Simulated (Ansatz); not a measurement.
## NaI polymorphs, one row open

All numbers below come from Ansatz 0.2.0, DFT PBE, scalar-relativistic, plane waves, PAW. Settings: cutoff 420 eV, Γ-centred meshes spaced at most about 0.3 Å⁻¹ (2π included), Gaussian smearing. No spin polarisation.

These are static total energies at zero pressure. Rows are sorted by volume; energies count from the lowest form computed. Coordination counts I atoms around Na (those within 1.25 times the shortest such distance or 1.15 times the sum of covalent radii).

```tsv
row	form	source	atoms	coordination	V (Å³/atom)	gap on mesh (eV)	ΔE (meV/atom)
1	rock salt type, Fm-3m	COD	2	Na 6	34.8	3.58	0
2	Cmcm	invented	4	Na 5	40.0	3.55	46
3	Pmma	Materials Project	4	Na 4	41.2	2.96	116
4	I4_1/amd	Materials Project	4	Na 4	43.6	3.24	?
5	wurtzite type, P6_3mc	invented	4	Na 4	45.8	3.70	43
```

The cell of row 4:

```yaml
crystal:
  lattice:
    - [-2.21556, 2.21556, 8.88175]
    - [2.21556, -2.21556, 8.88175]
    - [2.21556, 2.21556, -8.88175]
  atoms:
    - { symbol: Na, position: [0.25000, 0.75000, 0.50000] }
    - { symbol: Na, position: [0.50000, 0.50000, 0.00000] }
    - { symbol: I, position: [0.75000, 0.25000, 0.50000] }
    - { symbol: I, position: [0.00000, 0.00000, 0.00000] }
```

Q: Estimate the missing energy, and say where the row ranks.

A: 117 meV/atom, which puts it level, within the accuracy, with row 3, the highest in the table. Counting I atoms around Na, row 4 has Na 4 and the lowest form (row 1) has Na 6.

The lowest form is a structure that the Crystallography Open Database (COD) lists.

Weakly bound directions are ill-defined at this level, which has no dispersion term (Cmcm, Pmma, I4_1/amd), and this can change margins and order among such cells. These runs have no spin–orbit coupling, which can matter for I. Kohn–Sham gaps at this level usually fall short of measured ones. The missing spin–orbit coupling can work the other way here. Cells relaxed within their symmetry can be saddle points. Some structure types and database cells were kept out of the candidates from the start, so a known form may be missing.
